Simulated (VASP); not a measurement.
Here is a VASP 6.6.1 calculation.

POSCAR

```
SnSe2
1.0
    1.9122916090      1.1040620752      6.3350940106
   -1.9122916090      1.1040620752      6.3350940106
    0.0000000000     -2.2081241505      6.3350940106
Sn Se
1 2
Direct
    0.0000000000      0.0000000000      0.0000000000
    0.2505568934      0.2505568934      0.2505568934
    0.7494431066      0.7494431066      0.7494431066
```

INCAR.step1

```
SYSTEM = SnSe2
ALGO = Normal
EDIFF = 1E-4
ENCUT = 520
GGA = PE
ISMEAR = 0
LASPH = .TRUE.
LCHARG = .FALSE.
LREAL = .FALSE.
LWAVE = .TRUE.
NBANDS = 20
NELM = 100
PREC = Accurate
SIGMA = 0.01
```

INCAR.step2

```
SYSTEM = SnSe2
ALGO = Normal
EDIFF = 1E-6
ENCUT = 520
ISIF = 2
ISMEAR = 0
ISTART = 1
LASPH = .TRUE.
LCHARG = .FALSE.
LMIXTAU = .TRUE.
LREAL = .FALSE.
LWAVE = .FALSE.
METAGGA = R2SCAN
NBANDS = 20
NELM = 100
PREC = Accurate
SIGMA = 0.01
```

The input KPOINTS:

```
k-points
0
G
  6 6 6
  0 0 0
```

Potentials or basis: VASP PAW PBE potentials, release 64 (Sn_d, Se).

Launch:

```console
$ cat potpaw_PBE.64/Sn_d/POTCAR potpaw_PBE.64/Se/POTCAR > POTCAR
$ cp INCAR.step1 INCAR
$ mpirun -np 1 vasp_std > vasp.out
$ cp INCAR.step2 INCAR
$ mpirun -np 1 vasp_std > vasp.out
```

(1) Estimate the band gap on the k mesh.

(2) What does it give for the largest force?

## Answers

(1) 0.58 eV, indirect (least direct gap 0.82 eV).

(2) 0.020 eV/Å.

Caveat: the PAW data sets were made with another functional, which shifts forces and pressure a little; spin-orbit coupling is left out, which moves the levels of the heavy elements.
